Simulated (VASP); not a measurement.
# Ir (P6_3/mmc) in VASP: notebook, part 2 of 2

VASP 6.6.1.

## 4. Single point, PBE

Input file INCAR:

```
SYSTEM = Ir
ADDGRID = .FALSE. ; ALGO = Normal
EDIFF = 1E-6 ; ENCUT = 460
GGA = PE ; ISIF = 2
ISMEAR = 0 ; LASPH = .TRUE.
LCHARG = .FALSE. ; LREAL = .FALSE.
LWAVE = .FALSE. ; NELM = 100
PREC = Accurate ; SIGMA = 0.02
```

Input file KPOINTS:

```
k-points
0
G
  11 11 6
  0 0 0
```

Input file POSCAR:

```
Ir
1.0
    2.7513778946      0.0000000000      0.0000000000
   -1.3756889473      2.3827631521      0.0000000000
    0.0000000000      0.0000000000      4.4622900000
Ir
2
Direct
    0.3583140000      0.6617470000      0.2121330000
    0.6598720000      0.3587530000      0.7691070000
```

Potentials or basis: VASP PAW PBE potentials, release 64 (Ir).

Started as:

```bash
cat potpaw_PBE.64/Ir/POTCAR > POTCAR
mpirun -np 1 vasp_std > vasp.out
```

OUTCAR:

```text
SYSTEM = Ir
   EDIFF = 1E-6
   ENCUT = 460
   GGA = PE
   ISIF = 2
   ISMEAR = 0
   LASPH = .TRUE.
   LREAL = .FALSE.
   NELM = 100
   PREC = Accurate

 Found    364 irreducible k-points:

 Following reciprocal coordinates:
            Coordinates               Weight
  0.000000  0.000000  0.000000      1.000000
  0.090909 -0.000000  0.000000      2.000000
  0.000000  0.090909  0.000000      2.000000
 -0.090909  0.090909  0.000000      2.000000
  0.181818 -0.000000  0.000000      2.000000
  0.000000  0.181818  0.000000      2.000000
   k-points           NKPTS =    364   k-points in BZ     NKDIM =    364   number of bands    NBANDS=     13
   number of dos      NEDOS =    301   number of ions     NIONS =      2
   total plane-waves  NPLWV =  12800
   dimension x,y,z NGX =    20 NGY =   20 NGZ =   32
   dimension x,y,z NGXF=    40 NGYF=   40 NGZF=   64
   ions per type =               2
   NGX,Y,Z   is equivalent  to a cutoff of  12.08, 12.08, 11.92 a.u.
   NGXF,Y,Z  is equivalent  to a cutoff of  24.17, 24.17, 23.84 a.u.
 SYSTEM =  Ir
   PREC   = accura    normal or accurate (medium, high low for compatibility)
   ISTART =      0    job   : 0-new  1-cont  2-samecut
   ICHARG =      2    charge: 1-file 2-atom 10-const
   ISPIN  =      1    spin polarized calculation?
   LNONCOLLINEAR =      F non collinear calculations
   LSORBIT =      F    spin-orbit coupling
   LASPH  =      T    aspherical Exc in radial PAW
   ENCUT  =  460.0 eV  33.81 Ry    5.81 a.u.   4.81  4.81  7.80*2*pi/ulx,y,z
   NELM   =    100;   NELMIN=  2; NELMDL= -5     # of ELM steps
   EDIFF  = 0.1E-05   stopping-criterion for ELM
[... 8 lines left out ...]
   TEBEG  =    0.0;   TEEND  =   0.0 temperature during run
   PSTRESS=    0.0 pullay stress
   NELECT =      18.0000    total number of electrons
   NUPDOWN=      -1.0000    fix difference up-down
   EMIN   =  10.00;   EMAX   =-10.00  energy-range for DOS
   EFERMI =   0.00;   METHOD = LEGACY
   ISMEAR =     0;   SIGMA  =   0.02  broadening in eV -4-tet -1-fermi 0-gaus
   EFERMI_NEDOS =   21; number of points for ismear=-14 and -15
   IALGO  =     38    algorithm
   IMIX   =      4    mixing-type and parameters
     AMIX     =   0.40;   BMIX     =  1.00
     AMIX_MAG =   1.60;   BMIX_MAG =  1.00
  volume/ion in A,a.u.               =      14.63        98.71
  Fermi-wavevector in a.u.,A,eV,Ry     =   1.392417  2.631287 26.379323  1.938826
  Thomas-Fermi vector in A             =   2.516162
   LORBIT       =      0    0 simple, 1 ext, 2 COOP (PROOUT), +10 PAW based schemes
   GGA     = PE    functional components
   LHFCALC =     F    Hartree Fock is set to
   AEXX    =    0.0000 exact exchange contribution
   IVDW    =     0    specifies the selected vdW correction
   LEPSILON=     F    determine dielectric tensor
   LRPA    =     F    only Hartree local field effects (RPA)
 non-spin polarized calculation
 Gauss-broadening in eV      SIGMA  =   0.02
  energy-cutoff  :      460.00
  volume of cell :       29.25
 maximum number of plane-waves:       675
   NGX =  9   NGY =  9   NGZ = 15

 number of electron      18.0000000 magnetization

 Free energy of the ion-electron system (eV)
  ---------------------------------------------------
  ext. energy  EPLUGINS =         0.00000000
  ---------------------------------------------------
  free energy    TOTEN  =       -17.02014503 eV

  energy without entropy =      -17.01894517  energy(sigma->0) =      -17.01954510

 E-fermi :  10.0677     XC(G=0): -13.7474

 val. band max:       10.0666334863   @ k =  -0.0909   0.3636   0.1667
 cond. band min:      10.0706650351   @ k =   0.0000   0.0000   0.5000
 fundamental gap:      0.0040315489
 Fermi energy:        10.0676621095

 k-point     1 :       0.0000    0.0000    0.0000
  band No.  band energies     occupation
      1      -0.9548      2.00000
      2       1.9108      2.00000
      3       5.8716      2.00000
      4       6.0098      2.00000
      5       6.0943      2.00000
      6       6.3167      2.00000
      7       6.6643      2.00000
      8       7.7627      2.00000
      9       8.4117      2.00000
     10       9.5794      2.00000
     11       9.9293      2.00000
     12      10.8298      0.00000
     13      16.0336      0.00000

 k-point     2 :       0.0909   -0.0000    0.0000
  band No.  band energies     occupation
      1      -0.6444      2.00000
      2       2.1698      2.00000
      3       5.5017      2.00000
      4       6.1507      2.00000
      5       6.1872      2.00000
      6       6.3393      2.00000
      7       6.8495      2.00000
      8       7.6143      2.00000
      9       8.0087      2.00000
     10       8.4606      2.00000
     11      10.6363      0.00000
     12      12.0143      0.00000
     13      16.1045      0.00000

 k-point     3 :       0.0000    0.0909    0.0000
  band No.  band energies     occupation
      1      -0.6443      2.00000
      2       2.1704      2.00000
      3       5.5015      2.00000
      4       6.1502      2.00000
      5       6.1855      2.00000
      6       6.3394      2.00000
      7       6.8521      2.00000
      8       7.6125      2.00000
      9       8.0156      2.00000
     10       8.4573      2.00000
     11      10.6245      0.00000
     12      12.0234      0.00000
     13      16.1045      0.00000

 k-point     4 :      -0.0909    0.0909    0.0000
  band No.  band energies     occupation
      1      -0.6399      2.00000
      2       2.1967      2.00000
      3       5.4796      2.00000
      4       5.9348      2.00000
      5       6.3160      2.00000
      6       6.4915      2.00000
      7       6.8340      2.00000
      8       7.5660      2.00000
      9       8.2373      2.00000
     10       8.3700      2.00000
     11      10.1401      0.00000
     12      12.3782      0.00000
     13      16.1122      0.00000

 k-point     5 :       0.1818   -0.0000    0.0000
  band No.  band energies     occupation
      1       0.2113      2.00000
      2       2.7670      2.00000
      3       4.8705      2.00000
      4       5.7942      2.00000
      5       6.1830      2.00000
      6       6.5340      2.00000
      7       7.0647      2.00000
      8       7.3516      2.00000
      9       8.0005      2.00000
     10       8.2728      2.00000
     11      10.8268      0.00000
     12      14.1480      0.00000
     13      16.2370      0.00000

 k-point     6 :       0.0000    0.1818    0.0000
  band No.  band energies     occupation
      1       0.2118      2.00000
      2       2.7696      2.00000
      3       4.8707      2.00000
      4       5.7882      2.00000
      5       6.1829      2.00000
      6       6.5407      2.00000
      7       7.0663      2.00000
      8       7.3550      2.00000
      9       7.9921      2.00000
     10       8.2731      2.00000
     11      10.8174      0.00000
     12      14.1570      0.00000
     13      16.2368      0.00000

 [... further k-points ...]
[... 5 lines left out ...]
  --------------------------------------------------------------------------------------
  -------------------------------------------------------------------------------------
  Total        1.7610059      1.1778257      4.0006251     -0.5129253      0.8889649     -1.5715528
  in kB       96.4456146     64.5063842    219.1036089    -28.0915549     48.6862462    -86.0697735
  external PRESSURE =     126.6852026 kB  Pullay stress =       0.0000000 kB

 VOLUME and BASIS-vectors are now :
 -----------------------------------------------------------------------------
  energy-cutoff  :      460.00
  volume of cell :       29.25
      direct lattice vectors                 reciprocal lattice vectors
     2.751377895  0.000000000  0.000000000     0.363454254  0.209840411  0.000000000
    -1.375688947  2.382763152  0.000000000     0.000000000  0.419680823  0.000000000
     0.000000000  0.000000000  4.462290000     0.000000000  0.000000000  0.224100182

 POSITION                                       TOTAL-FORCE (eV/Angst)
 -----------------------------------------------------------------------------------
      0.07550      1.57679      0.94660        -0.881051      0.496540      3.667023
      1.32202      0.85482      3.43198         0.881051     -0.496540     -3.667023
 -----------------------------------------------------------------------------------
    total drift:                               -0.000001     -0.000004     -0.000001

  FREE ENERGIE OF THE ION-ELECTRON SYSTEM (eV)
  ---------------------------------------------------
  free  energy   TOTEN  =       -17.0201450338 eV

  energy  without entropy=      -17.0189451744  energy(sigma->0) =      -17.01954510
```

OSZICAR:

```text
N       E                     dE             d eps       ncg     rms          rms(c)
DAV:   1     0.143287582505E+03    0.14329E+03   -0.79852E+03  9464   0.126E+03
DAV:   2    -0.119836356094E+02   -0.15527E+03   -0.14356E+03  9662   0.360E+02
DAV:   3    -0.179854920912E+02   -0.60019E+01   -0.56387E+01 11644   0.771E+01
DAV:   4    -0.180955935777E+02   -0.11010E+00   -0.10837E+00 10107   0.991E+00
DAV:   5    -0.180977972380E+02   -0.22037E-02   -0.22008E-02 11763   0.132E+00    0.223E+01
DAV:   6    -0.172037729969E+02    0.89402E+00   -0.14276E+00 10919   0.165E+01    0.955E+00
DAV:   7    -0.170318662240E+02    0.17191E+00   -0.49124E-01 11589   0.921E+00    0.213E+00
DAV:   8    -0.170207365968E+02    0.11130E-01   -0.10033E-02 10149   0.119E+00    0.239E-01
DAV:   9    -0.170201279979E+02    0.60860E-03   -0.21781E-03 11649   0.673E-01    0.289E-02
DAV:  10    -0.170201412629E+02   -0.13265E-04   -0.26577E-05 11094   0.458E-02    0.123E-02
DAV:  11    -0.170201456543E+02   -0.43915E-05   -0.28767E-06 10334   0.145E-02    0.770E-03
DAV:  12    -0.170201450338E+02    0.62051E-06   -0.17461E-07  5527   0.440E-03
   1 F= -.17020145E+02 E0= -.17019545E+02  d E =-.119986E-02
```

stdout:

```text
POSCAR found type information on POSCAR Ir
 POSCAR found :  1 types and       2 ions
 scaLAPACK will be used
 LDA part: xc-table for (Slater+PW92), standard interpolation
 POSCAR, INCAR and KPOINTS ok, starting setup
 FFT: planning ... GRIDC
 FFT: planning ... GRID_SOFT
 FFT: planning ... GRID
 WAVECAR not read
 entering main loop
```

It took 72 s on 1 thread of Intel Xeon Platinum 8375C at 2.90GHz (Ice Lake), shared host; peak memory 0.22 GiB.

The run converged, but some of its settings lie outside the range that counts as converged, so its numbers aren't taken as properties of the crystal.

Results:

```yaml
Free_energy: -17.0201 eV
Pressure: 12.7 GPa
Largest_force: 3.804 eV/Å
Band_gap_on_the_k_mesh: none (metal or under the smearing width)
```

## 5. Single point, PBE

Input file INCAR:

```
SYSTEM = Ir
ADDGRID = .FALSE. ; ALGO = Normal
EDIFF = 1E-6 ; ENCUT = 460
GGA = PE ; ISIF = 2
ISMEAR = -5 ; LASPH = .TRUE.
LCHARG = .FALSE. ; LREAL = .FALSE.
LWAVE = .FALSE. ; NELM = 100
PREC = Accurate ; SIGMA = 0.2
```

KPOINTS is that of step 4.

Input file POSCAR:

```
Ir
1.0
    2.7513778946      0.0000000000      0.0000000000
   -1.3756889473      2.3827631521      0.0000000000
    0.0000000000      0.0000000000      4.4622900000
Ir
2
Direct
    0.3333333333      0.6666666667      0.2500000000
    0.6666666667      0.3333333333      0.7500000000
```

Started as:

```bash
cat potpaw_PBE.64/Ir/POTCAR > POTCAR
mpirun -np 1 vasp_std > vasp.out
```

Run time: 23 s. Hardware: 1 thread of Intel Xeon Platinum 8375C at 2.90GHz (Ice Lake), shared host; peak memory 0.14 GiB.

These settings aren't checked as converged: the numbers below hold their error.

Results:

- Free energy: -17.5315 eV
- Pressure: -1.1 GPa
- Band gap on the k mesh: none (metal or under the smearing width)

Caveat: tetrahedron occupations give inexact forces and stress in metals.

## 6. Single point, PBE

INCAR is that of step 5.

KPOINTS is that of step 5.

Input file POSCAR:

```
Ir
1.0
    2.7513778946      0.0000000000      0.0000000000
   -1.3756889473      2.3827631521      0.0000000000
    0.0000000000      0.0000000000      4.4622900000
Ir
2
Direct
    0.3583140000      0.6617470000      0.2121330000
    0.6598720000      0.3587530000      0.7691070000
```

Potentials or basis: VASP PAW PBE potentials, release 64 (Ir).

Started as:

```bash
cat potpaw_PBE.64/Ir/POTCAR > POTCAR
mpirun -np 1 vasp_std > vasp.out
```

It took 60 s on 1 thread of Intel Xeon Platinum 8375C at 2.90GHz (Ice Lake), shared host; peak memory 0.23 GiB.

These settings aren't checked as converged: the numbers below hold their error.

What came out:

| Quantity | Value |
| --- | --- |
| Free energy | -17.0382 eV |
| Pressure | 12.5 GPa |
| Largest force | 3.690 eV/Å |
| Band gap on the k mesh | none (metal or under the smearing width) |

Caveat: tetrahedron occupations give inexact forces and stress in metals.

## 7. The reference run

An earlier run on the cell as given: functional PBEsol; potentials or basis VASP PAW PBE potentials, release 64 (Ir); cutoff 520 eV; k mesh 11 × 11 × 6; occupations fermi-dirac, width 0.05 eV; no spin polarisation.

* Pressure: -11.6 GPa
* Band gap on the k mesh: none (metal or under the smearing width)
